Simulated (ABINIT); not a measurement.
The system is As.

```
CELL_PARAMETERS angstrom
2.70368 0.00000 0.00000
0.00000 2.70368 0.00000
0.00000 0.00000 2.70368
ATOMIC_POSITIONS crystal
As 0.50000 0.50000 0.50000
```

This isn't the form of As at room conditions, which is rhombohedral.

Base run:

| Item | Value |
| --- | --- |
| Program | ABINIT 10.8.3 (patched build) |
| Functional | PBE |
| Potentials or basis | JTH PAW PBE v2.0 |
| Cutoff | 408 eV |
| k mesh | 10 × 10 × 10 |
| Occupations | fermi-dirac, width 0.05 eV |
| Spin | no spin polarisation |

Its results: band gap on the k mesh none (metal or under the smearing width); pressure 2.2 GPa.

The run is repeated on the same cell with these changes: functional from PBE to PBEsol; potentials or basis from JTH PAW PBE v2.0 to PseudoDojo NC SR PBEsol v0.4.1 standard; cutoff from 408 eV to 1143 eV. What comes out?

Band gap on the k mesh none (metal or under the smearing width); pressure -1.5 GPa.
